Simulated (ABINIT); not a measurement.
The system is TiO2.

```
CELL_PARAMETERS angstrom
4.59984 0.00000 0.00000
0.00000 4.59984 0.00000
0.00000 0.00000 2.95921
ATOMIC_POSITIONS crystal
Ti 0.00000 0.00000 0.50000
Ti 0.50000 0.50000 0.00000
O 0.30432 0.30432 0.50000
O 0.19568 0.80432 0.00000
O 0.80432 0.19568 0.00000
O 0.69568 0.69568 0.50000
```

The cell is a database's computed one.

```yaml
Program: ABINIT 10.8.3 (patched build)
Task: relaxation of cell and atoms
Functional: LDA
Potentials_or_basis: JTH PAW LDA v2.0
Cutoff: 626 eV
k_mesh: 5 × 5 × 8
Occupations: fermi-dirac, width 0.05 eV
Spin: no spin polarisation
```

At the start: pressure -8.5 GPa; volume 10.44 Å³/atom.

Problem. How do energy, volume and symmetry change on relaxing?

Solution. Over 7 steps the energy falls by 9.9 meV/atom and the volume is 10.08 Å³/atom (-3.4 %); space group P4_2/mnm (No. 136, to 0.05 Å).

Step by step:
```
step  energy change (eV)  largest force (eV/Å)  pressure (GPa)  volume (Å³)
   1              0.0000                0.1159           -8.52        62.61
   2             -0.0557                0.0345           -2.08        61.00
   3             -0.0590                0.0669            0.04        60.50
   4             -0.0592                0.0523            0.02        60.49
   5             -0.0594                0.0020            0.01        60.45
   6             -0.0594                0.0014            0.00        60.46
   7             -0.0594                0.0000            0.00        60.46
```

Final structure:
```cif
data_structure
_symmetry_space_group_name_H-M 'P 1'
_symmetry_Int_Tables_number 1
_cell_length_a 4.5501
_cell_length_b 4.5501
_cell_length_c 2.9201
_cell_angle_alpha 90.000
_cell_angle_beta 90.000
_cell_angle_gamma 90.000
_cell_volume 60.46
loop_
_atom_site_label
_atom_site_type_symbol
_atom_site_fract_x
_atom_site_fract_y
_atom_site_fract_z
_atom_site_occupancy
Ti1 Ti 0.00000 0.00000 0.50000 1
Ti2 Ti 0.50000 0.50000 0.00000 1
O1 O 0.30395 0.30395 0.50000 1
O2 O 0.19605 0.80395 0.00000 1
O3 O 0.80395 0.19605 0.00000 1
O4 O 0.69605 0.69605 0.50000 1
```

Caveat: the atomic spheres overlap.
